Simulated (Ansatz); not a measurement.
## AlN (F-43m): volume and gaps against pressure

```
Al N
1.0
     2.17114    2.17114    0.00000
    -2.17114    2.17114    0.00000
     0.00000    2.17114    2.17114
Al N
1 1
Direct
  0.00000 0.00000 0.00000
  0.25000 0.75000 0.50000
```

This is the zero-pressure cell under LDA. Cell and atoms are relaxed by PAW (default files of Ansatz 0.2.0, cutoff 420 eV, stress met within about 0.05 GPa) at each pressure, in this structure whether or not another phase would take over; P is the pressure reached, less that of this cell. Levels come from LDA, all-electron LAPW in Ansatz 0.2.0, scalar-relativistic; k mesh 10×10×10, fixed occupations, basis error target 0.5 meV/atom. Conduction levels are in eV over the valence top (at Γ), at fixed fractional wave vectors. Zone-centre phonons come from finite displacements by PAW, without the LO-TO term.

| P (GPa) | V/V₀ | X | Γ | L | T2 TO (cm⁻¹) |
| --- | --- | --- | --- | --- | --- |
| -2.00 | 1.0097 | 3.240 | 4.299 | 7.336 | 654.9 |
| 0.00 | 1.0000 | 3.244 | 4.386 | 7.424 | 664.1 |
| 2.00 | 0.9907 | 3.248 | 4.471 | 7.510 | 673.1 |
| 4.00 | ? | ? | ? | ? | ? |
| 7.00 | 0.9691 | 3.257 | 4.671 | 7.711 | 694.4 |
| 10.00 | 0.9572 | 3.262 | 4.786 | 7.826 | 706.5 |
| 14.99 | 0.9388 | 3.269 | 4.967 | 8.007 | 725.9 |

Problem. Fit the third-order Birch-Murnaghan equation to the rows shown.

Solution. With f = [(V₀/V)^(2/3) − 1]/2, the normalised pressure F = P/[3f(1 + 2f)^(5/2)] is 210.1 GPa at f = -0.0032, 209.8 GPa at f = 0.0031, 209.8 GPa at f = 0.0106, 209.5 GPa at f = 0.0148, 209.1 GPa at f = 0.0215. The line F = B₀[1 + (3/2)(B′ − 4)f] gives B₀ = 210.0 GPa and B′ = 3.9.

Problem. What are the volume deformation potentials and pressure coefficients of these levels at zero pressure?

Solution. 

```
level  dE/dlnV (eV)  dE/dP = −(dE/dlnV)/B₀ (meV/GPa)  mean slope up to 2.0 GPa (meV/GPa)
    X         -0.44                              2.1                                 2.0
    Γ         -9.00                             42.9                                42.2
    L         -9.10                             43.3                                42.6
```

dE/dlnV is the slope of a cubic fit in ln V at V₀. The last column is read from two rows and shows how the slope bends with pressure.

Problem. What mode Grüneisen parameters follow?

Solution. γ = −d ln ω/d ln V at V₀ from a quadratic fit in ln V: T2 1.44.

Problem. What belongs in the row at 4.00 GPa?

Solution. The fits give V/V₀ = 0.9818 and X = 3.252 eV. Computed: V/V₀ = 0.9818, X = 3.252, Γ = 4.553, L = 7.592, T2 TO (cm⁻¹) = 681.8.

Keep in mind: this zinc-blende form is metastable at ambient conditions; no other phase was computed; many crystals of this kind change structure within this range, and rows or crossings beyond such a change describe a metastable lattice; the frozen-core PAW files of the relaxations were fitted under PBE, their cores solved anew for this functional; semilocal gaps are low, and the spacing of valleys can be off by tenths of an eV; levels are read at fixed fractional k, so an edge that moves off these points is missed.
